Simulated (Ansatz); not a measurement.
## Ru and the effect of the dispersion correction

The cell as given:

```
Ru
1.0
     2.70580    0.00000    0.00000
    -1.35290    2.34329    0.00000
     0.00000    0.00000    4.28190
Ru
2
Cartesian
  1.3529 0.7811 3.2114
  0.0000 1.5622 1.0705
```

Kept alike: task relaxation of cell and atoms; functional r2SCAN; k mesh 11 × 11 × 6; occupations fermi-dirac, width 0.05 eV; no spin polarisation. Program: Ansatz, Ansatz PAW, cutoff 500 eV. The mesh is that of the run's cell of 2 atoms. No spin-orbit coupling.

| dispersion correction | volume (Å³/atom) | first edge of the run's cell (Å) | third edge of the run's cell (Å) |
| --- | --- | --- | --- |
| D3(BJ) | 13.354 | 2.692 | 4.255 |
| D3(BJ)-ATM | 13.424 | 2.697 | 4.261 |
| D4 | 13.423 | 2.697 | 4.261 |
| none | 13.494 | 2.702 | 4.268 |
| rVV10 | 13.390 | 2.695 | 4.258 |

The relaxations keep at least the cell's symmetry (P6_3/mmc). For a metal such a mesh leaves the last digits unconverged. Relaxations stop with a little pressure left, so the last digits of a volume or edge aren't settled. Ansatz's relaxations hold a Pulay term in the stress (up to 0.1 GPa here). All rows use potentials made for PBE.

**Question.** What does the dispersion correction change here?

**Answer.** The volume runs from 13.354 (D3(BJ)) to 13.494 Å³/atom (none). Against no correction: D3(BJ) -1.0 %; D3(BJ)-ATM -0.5 %; D4 -0.5 %; rVV10 -0.8 %. Dispersion terms mostly attract and so lower the volume; the schemes' coefficients and damping set how far. The first edge of the run's cell runs from 2.692 (D3(BJ)) to 2.702 Å (none). The third edge of the run's cell runs from 4.255 (D3(BJ)) to 4.268 Å (none).
